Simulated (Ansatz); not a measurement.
# SiO2: the cost of one run

Program: Ansatz 0.2.0. Level of theory: DFT PBEsol, scalar-relativistic, plane waves, PAW. These are calculated values, not measurements.

2 further runs of the same task are left out: 2 set aside as unsound or not needed.

### 1 The structure to begin with

The cell holds 24 atoms (CO16Si7): a = 7.045 Å, b = 7.045 Å, c = 7.335 Å, α = 90.00°, β = 90.00°, γ = 90.00°.

Coordinates:

```cif
data_structure
_symmetry_space_group_name_H-M 'P 1'
_symmetry_Int_Tables_number 1
_cell_length_a 7.0453
_cell_length_b 7.0453
_cell_length_c 7.3354
_cell_angle_alpha 90.000
_cell_angle_beta 90.000
_cell_angle_gamma 90.000
_cell_volume 364.10
loop_
_atom_site_label
_atom_site_type_symbol
_atom_site_fract_x
_atom_site_fract_y
_atom_site_fract_z
_atom_site_occupancy
C1 C 0.50000 0.00000 0.50000 1
Si1 Si 0.50000 0.50000 0.00000 1
Si2 Si 0.00000 0.50000 0.50000 1
Si3 Si 0.00000 0.00000 0.00000 1
Si4 Si 0.25000 0.25000 0.25000 1
Si5 Si 0.25000 0.75000 0.75000 1
Si6 Si 0.75000 0.75000 0.25000 1
Si7 Si 0.75000 0.25000 0.75000 1
O1 O 0.17321 0.42321 0.37500 1
O2 O 0.17321 0.92321 0.87500 1
O3 O 0.67321 0.92321 0.37500 1
O4 O 0.67321 0.42321 0.87500 1
O5 O 0.42321 0.32679 0.12500 1
O6 O 0.42321 0.82679 0.62500 1
O7 O 0.92321 0.82679 0.12500 1
O8 O 0.92321 0.32679 0.62500 1
O9 O 0.07679 0.17321 0.12500 1
O10 O 0.07679 0.67321 0.62500 1
O11 O 0.57679 0.67321 0.12500 1
O12 O 0.57679 0.17321 0.62500 1
O13 O 0.32679 0.07679 0.37500 1
O14 O 0.32679 0.57679 0.87500 1
O15 O 0.82679 0.57679 0.37500 1
O16 O 0.82679 0.07679 0.87500 1
```

The host was relaxed before at PBEsol: a = 4.982 Å, b = 4.982 Å, c = 7.335 Å, α = 90.00°, β = 90.00°, γ = 90.00° (conventional cell), 15.171 Å³/atom.

Places, in fractions of the supercell: C in place of Si at (0.500, 0.000, 0.500). The start keeps the symmetry of the ideal site.

### 2 Band edges of the host over the zone

The input, input.yaml:

```yaml
crystal:
  lattice:
    - [-2.490874872, 2.490874872, 3.6677126409]
    - [2.490874872, -2.490874872, 3.6677126409]
    - [2.490874872, 2.490874872, -3.6677126409]
  atoms:
    - { symbol: Si, position: [0.0, 0.0, 0.0] }
    - { symbol: Si, position: [0.75, 0.25, 0.5] }
    - { symbol: O, position: [0.375, 0.2214286398, 0.3464286398] }
    - { symbol: O, position: [0.9714286398, 0.625, 0.8464286398] }
    - { symbol: O, position: [0.7785713602, 0.125, 0.1535713602] }
    - { symbol: O, position: [0.875, 0.0285713602, 0.6535713602] }
basis:
  ecutwfc: 420
  xc_grid: 2
kpoints:
  mp_grid: { grid: [6, 6, 6] }
  band_path: { path: [VBM, CBM], npoints: 2 }
hamiltonian:
  xc: pbesol
scf:
  occupations: { method: gaussian, width: 0.02 }
output:
  forces: true
  stress: true
  eigenvalues: true
```

The run is started by

```bash
> ansatz run input.yaml --threads 8 --pin off --max-ram 16384MiB --backend cpu --events-out ev --progress --plain --runs-dir out
```

What time and memory should one allow on 8 threads of Arm Neoverse V2, shared host?

About 2.2 s, with a peak of 0.4 GiB.
